Question

A crystal of MoS₂ consists of S–Mo–S layers, strongly bonded inside and weakly held to one another. In a calculation its measured cell was made smaller and larger with the shape held, and every atom kept its fractional position in the cell. The table gives the pressure, the energy and the largest electric field gradient at a nucleus, Vzz.

Ansatz 0.2.0, all-electron LAPW (basis error 0.5 meV/atom) and all-electron PAW (datasets made for the crystal), PBE, scalar-relativistic, no spin, 13 × 13 × 13 k points, Fermi-Dirac smearing 0.05 eV. MoS₂, space group R3m, 3 atoms, measured cell (COD) scaled with its shape held. Pressure is positive in compression; Vzz is the principal field gradient of largest size among the nuclei.

```
V/V(given)  volume (Å³/atom)  pressure, LAPW (GPa)  energy above the lowest row, LAPW (meV/atom)  largest Vzz, all-electron PAW (1e21 V/m^2)
    0.9400             16.62                 21.72                                         130.2                                       -9.75
    0.9600             16.98                 17.14                                          87.4                                       -9.52
    0.9800             17.33                 13.01                                          54.2                                       -9.30
    0.9900             17.51                 11.10                                          40.9                                       -9.19
    1.0100             17.86                  7.56                                          20.4                                       -8.98
    1.0200             18.04                  5.92                                          12.9                                       -8.88
    1.0400             18.39                  2.88                                           3.3                                       -8.68
    1.0600             18.75                  0.14                                           0.0                                       -8.48
```

(a) Real MoS₂ has a bulk modulus of roughly 50 GPa, a recalled value. Find the stiffness in the table and explain the difference.

(b) Estimate the pressure at V/V(given) = 0.94 from the force on a sulfur atom, which the all-electron PAW run on this cell gives as 2.56 eV/Å along the layer normal. The cell edges are 6.26 Å long and meet at 28.7°.

(c) At 1.06 the pressure is almost zero. Is the crystal at rest there?

(d) The field gradient grows on compression. What does its growth tell about its origin?

Model answer

(a) The stiffness is the pressure gained per fractional loss of volume, −dP/d ln V. It is 144 GPa between the two largest cells and 217 GPa between the two smallest, and it rises at every step between. The steps in volume are uneven, so the raw pressure differences jump about, but no row leaves the smooth curve. The recalled value belongs to a crystal under no pressure, so the largest cells, where the computed pressure comes closest to zero, are the ones to compare with it. There the crystal in the table is about three times as stiff as the real one.

The reason lies in what the calculation forbids. Take two springs in series, one stiff and one soft, and push on the ends. Both carry the same force, the soft one gives way, and the pair feels soft. Now shorten both by the same fraction instead: the stiff spring stores most of the energy, and the joint between them is no longer in balance.

In MoS₂ the stiff spring is the Mo–S bond, the soft one is the gap between layers, and the sulfur atom is the joint. Real pressure closes the gap first. Uniform scaling shortens bond and gap alike, so the bonds set the resistance. The picture of the springs holds only along the layer normal. Within the plane the bonds form a continuous net, though this too should yield more easily when the sulfur atoms are free to move outwards into the gap.

The stiffness itself rises mainly because a chemical bond is not an ideal spring. As the atoms approach, the repulsion between their electron shells grows faster than the attraction, so each further shortening raises the force by more than the one before. This is the ordinary behaviour of solids. It accounts for the bend in the pressure curve, while the constraint accounts for most of its steepness.

(b) Let each Mo–S bond, of length d, push its two atoms apart with a force f. A sulfur atom has three such bonds and sits at a height h above the molybdenum plane, so the force on it along the normal is

F = 3 f h / d

The cell, of volume Vc, holds one MoS₂ unit with six bonds. Shrinking all lengths by a small fraction ε costs the work 6 f d ε and removes the volume 3 ε Vc. The pressure is work divided by volume:

P = 2 f d / Vc = 2 F d² / (3 h Vc)

The height is roughly 1.6 Å in MoS₂, again a recalled value, and becomes 1.57 Å when scaled to this row. The in-plane lattice constant a follows from the cell, whose edges are 6.26 Å long and meet at 28.7°:

a = 2 × 6.26 Å × sin(28.7°/2) = 3.10 Å

d² = a²/3 + h²

Vc = 3 × 16.62 Å³ = 49.9 Å³

With these values put in, and nothing rounded on the way, P = 0.124 eV/Å³.

One eV/Å³ is about 160 GPa, so the estimate is 19.8 GPa. The full calculation gives 21.7 GPa. The estimate from the force on one kind of atom thus reaches about nine tenths of the pressure in this row, with no constant adjusted to the pressures.

(c) No. The pressure is an average over three directions, and at 1.06 it hides two opposite stresses. Along the normal the crystal still pushes outwards with 4.0 GPa, while within the plane it pulls inwards with 1.8 GPa. The sulfur atoms also still feel a force of 0.28 eV/Å. Left free, the cell would change its shape and the sulfur atoms would move.

(d) It tells little. If the whole charge density shrank in step with the lattice, the gradient would grow as 1/V, by 12.8 % from the largest cell to the smallest. The table gives 15.0 %. Being close to 1/V does not make the crystal an array of point ions, because the gradient is governed by charge near the nucleus, which does not simply shrink with the cell. The largest gradient sits at molybdenum. Closer sulfur atoms are expected to distort the charge around it more strongly, but the table does not show how. Spin–orbit coupling, which is missing here, could also shift the values for a nucleus as heavy as molybdenum.

Remarks on the reasoning

A good answer to (a) starts from the constraint and not from the material. The useful question is which distances the calculation forces to shorten. It also settles a neighbouring case: keep the same cells but let the sulfur atoms move. Each row then loses energy, and the small cells lose most, because their sulfur forces are largest. The energy curve becomes flatter and the crystal softer.

The size of this effect can be judged roughly. A sulfur vibration near 400 cm⁻¹, a recalled value, corresponds to a spring constant k of about 19 eV/Å². With two sulfur atoms among the three atoms of the cell, the energy held in their positions at 0.94 is about F²/(3k), or some 100 meV per atom. That is of the same order as the whole energy rise of 130 meV per atom in the table. The estimate treats the bonds as ideal springs and is good for no more than the order of magnitude.

This decides how the numbers may be used. The stiffness found in (a) is not the bulk modulus of MoS₂. To obtain that, one must relax the cell shape and the sulfur atoms at each volume, with a method that describes the attraction between the layers.

In (b), the sulfur positions were not at hand, so the outward direction of the force is inferred. Two facts support it: the force grows in every step of compression, as that of a squeezed bond should, and the pressure derived from it has the right size. The assumed height matters little, since taking 1.5 Å instead of 1.6 Å changes the result by about 1 %.

The bond estimate should be judged on all eight rows, not on the best one. The printed output after this text shows that it is 1.9 GPa too low at 0.94 and 1.8 GPa too high at 1.06. The errors change sign near 0.99, so the close agreement there is only a crossing. Over the whole range the model yields 83 % of the change in pressure.

A possible cause of the excess at 1.06 lies in the angles between bonds. Uniform scaling leaves angles unchanged, so forces that resist bending do no work and add nothing to the pressure. They do push on the sulfur atoms, however, and the model mistakes that push for squeezed bonds. A layer that is too flat for its width would behave in this way, pushing outwards along the normal and pulling inwards in the plane, as found in (c). A pull between neighbouring atoms within one plane, which the model leaves out, would also lower the true pressure below the estimate. Relaxing the sulfur atoms would help to tell the two apart; the table cannot. At 0.94 the model falls short instead, as would be expected if atoms within one plane, or across the gap, now repel one another.

A further slip to avoid concerns the given volume itself, where interpolation yields a pressure of about 9 GPa. It is tempting to blame the density functional for preferring too large a crystal. But on the rows on either side the sulfur atoms feel forces of 1.1 and 1.5 eV/Å, so their positions in the cell that was used contribute to that pressure. Judged roughly with the spring constant above, most of it would be expected to vanish once the sulfur atoms settle. PBE without a dispersion term also describes the attraction between layers poorly. The exact shares remain open until the atoms are relaxed.

The analysis program printed:

```
Bond model without fit:
   row  'force on S in eV/A'  'bond pressure in GPa'  'model less LAPW in GPa'  'c stress from S in GPa'  'in-plane stress from bonds in GPa'
  0.94                 2.563                   19.84                    -1.882                     25.81                                16.85
  0.96                 2.107                   16.09                    -1.055                     20.93                                13.67
  0.98                 1.685                   12.69                   -0.3238                      16.5                                10.78
  0.99                 1.485                   11.11                  0.008249                     14.45                                9.438
  1.01                 1.107                   8.171                    0.6114                     10.63                                6.942
  1.02                0.9285                   6.807                    0.8875                     8.855                                5.784
  1.04                0.5901                   4.271                     1.391                     5.556                                3.629
  1.06                0.2757                    1.97                      1.83                     2.563                                1.674
Between each row and the row before:
   row  '-dE/dV in GPa'  'mean pressure in GPa'  'stiffness -dP/dlnV in GPa'
  0.96            19.39                   19.43                        217.5
  0.98            15.04                   15.07                        200.3
  0.99            12.05                   12.05                        188.1
  1.01            9.286                    9.33                          177
  1.02            6.795                    6.74                        166.5
  1.04            4.349                     4.4                        156.6
  1.06            1.495                    1.51                        143.8
Pressure at the given volume (interpolated) in GPa: 9.33
Rise of stiffness per rise of pressure from last to first interval: 4.113
Share of the pressure change given by the bond model in percent: 82.8
Change of bond pressure if the height is 1.5 instead of 1.6 A in percent: 1.066
c stress not from sulfur forces at 0.94 in GPa: 1.556
c stress not from sulfur forces at 1.06 in GPa: 1.404
In-plane stress not from the bond model at 0.94 in GPa: 2.041
In-plane stress not from the bond model at 1.06 in GPa: -3.469
Energy held in unrelaxed sulfur positions at 0.94 (order only) in meV/atom: 116.8
Growth of the field gradient from 1.06 to 0.94 in percent: 14.98
Growth expected from 1/V in percent: 12.77
```
